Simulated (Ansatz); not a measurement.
SnO2 (Cassiterite) in Ansatz: the effect of target pressure

SnO2 (Cassiterite):

```
CELL_PARAMETERS angstrom
4.73800 0.00000 0.00000
0.00000 4.73800 0.00000
0.00000 0.00000 3.18650
ATOMIC_POSITIONS crystal
Sn 0.50000 0.50000 0.50000
Sn 0.00000 0.00000 0.00000
O 0.80710 0.19290 0.50000
O 0.69290 0.69290 0.00000
O 0.19290 0.80710 0.50000
O 0.30710 0.30710 0.00000
```

Alike in all runs:

```yaml
Program: Ansatz 0.2.0
Task: relaxation of cell and atoms
Functional: PBEsol
Potentials_or_basis: Ansatz PAW
Cutoff: "420 eV (not typed: the program's choice for these potentials)"
k_mesh: 6 × 6 × 8
Occupations: fermi-dirac, width 0.05 eV
Spin: no spin polarisation
```

Each run relaxes the cell or the atoms first.

Task: One run gave: relaxed volume 10.82 Å³/atom; gap on the mesh 2.27 eV. Which target pressure did it use?
A. 2 GPa
B. 30 GPa
C. 5 GPa
D. 20 GPa
E. 10 GPa

Result: B.

| target pressure | relaxed volume (Å³/atom) | gap on the mesh (eV) |
| --- | --- | --- |
| 0 GPa | 12.18 | 0.92 |
| 2 GPa | 12.05 | 1.02 |
| 5 GPa | 11.88 | 1.18 |
| 10 GPa | 11.61 | 1.42 |
| 20 GPa | 11.18 | 1.87 |
| 30 GPa | 10.82 | 2.27 |

Caveats: the plane-wave basis is chosen anew once the cell has moved, so the energies of steps on either side of that aren't comparable; spin-orbit coupling is left out, which moves the levels of the heavy elements; the PAW data sets come from PBE, with cores solved anew for the run's functional, which leaves a small shift of forces and pressure.

